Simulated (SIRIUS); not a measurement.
A run of SIRIUS 7.10.0 is set up as follows.

Contents of sirius.json:

```json
{
  "control": {
    "processing_unit": "cpu",
    "verbosity": 2,
    "num_bands_to_print": 21,
    "print_forces": true,
    "print_stress": true
  },
  "parameters": {
    "electronic_structure_method": "pseudopotential",
    "xc_functionals": ["XC_GGA_X_PBE", "XC_GGA_C_PBE"],
    "gk_cutoff": 8.7,
    "pw_cutoff": 17.4,
    "ngridk": [10, 10, 3],
    "shiftk": [0, 0, 0],
    "smearing": "fermi_dirac",
    "smearing_width": 0.0018374661,
    "num_bands": 21,
    "num_mag_dims": 0,
    "num_dft_iter": 100,
    "energy_tol": 1e-08,
    "density_tol": 1e-06
  },
  "iterative_solver": {
    "type": "davidson",
    "min_tolerance": 1e-09,
    "tolerance_scale": [0.1, 0.25]
  },
  "mixer": {
    "type": "anderson",
    "beta": 0.7,
    "max_history": 8
  },
  "settings": {
    "tol_ne": 1e-10,
    "pseudo_grid_cutoff": 6.5
  },
  "unit_cell": {
    "lattice_vectors": [
      [4.897659888976, 0.0, 0.0],
      [0.0, 4.897659888976, 0.0],
      [0.0, 0.0, 17.450052288236]
    ],
    "atom_coordinate_units": "lattice",
    "atom_types": ["W", "S"],
    "atom_files": {
      "S": "S.json",
      "W": "W.json"
    },
    "atoms": {
      "W": [
        [0.508007, 0.507114, 0.500641]
      ],
      "S": [
        [0.519821, 0.515965, 0.769172],
        [0.496189, 0.489095, 0.234265]
      ]
    }
  }
}
```

Potentials or basis: PseudoDojo 0.4.1 PBE standard (scalar relativistic).

Run with:

```console
$ upf_to_json S.upf
$ upf_to_json W.upf
$ OMP_NUM_THREADS=1 sirius.scf --input=sirius.json --output=out.json --task=0
```

**Question.** Predict the band gap on the k mesh.

**Answer.** None (metal or under the smearing width).

**Question.** What does it give for the largest force?

**Answer.** 0.190 eV/Å.

Forces on the atoms (eV/Å):
```
W    0.001 -0.015  0.125
S   -0.019 -0.014 -0.188
S    0.018  0.029  0.063
```

The run has no spin-orbit coupling, so splittings on W are missing.
